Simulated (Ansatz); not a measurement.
Notes on BaTiO₃

```xyz
10
Lattice="-3.9989 0.0000 0.0000 0.0000 -2.8476 2.8564 0.0000 5.6952 5.7128" Properties=species:S:1:pos:R:3 pbc="T T T"
Ba    0.0000    0.0000    0.0000
Ba    0.0000    2.8476    2.8564
Ti   -1.9995    0.0000    2.9015
Ti   -1.9995    2.8476    5.7579
O     0.0000    0.0000    2.8113
O     0.0000    2.8476    5.6676
O    -1.9995   -1.3987    4.2738
O    -1.9995    1.4489    7.1302
O    -1.9995    1.3987    4.2738
O    -1.9995    4.2463    7.1302
```

The numbers come from plane-wave PAW DFT (Ansatz): r2SCAN, no spin polarisation, 500 eV, 7×6×3 Γ-centred k points, fermi-dirac occupations (width 0.0895 eV). Nothing was relaxed.

Charges: Bader charges in e: Ba +1.58, Ti +2.31, O -1.30. In the mean Ti gives up most and O takes most.
Electronic structure: The gap is 2.17 eV, indirect (the least direct gap found is 2.33 eV).
Stress: The pressure is -3.2 GPa (compression positive), so with the atoms held at these fractions the cell would first shrink. The principal stresses -3.9, -3.2, -2.5 GPa differ, so its shape would change too.
Band edges: Within 0.7 eV of the edges, the states project mainly on O p (95 %) below the gap and on Ti d (90 %) above it.
Forces: The largest is on Ti3 (and as large on other atoms): 0.26 eV/Å, components (0.00, 0.00, 0.26). It makes 46° with the line to a nearest neighbour, O9 at 1.96 Å, pointing towards it.

Origin: a database entry at a rescaled volume.
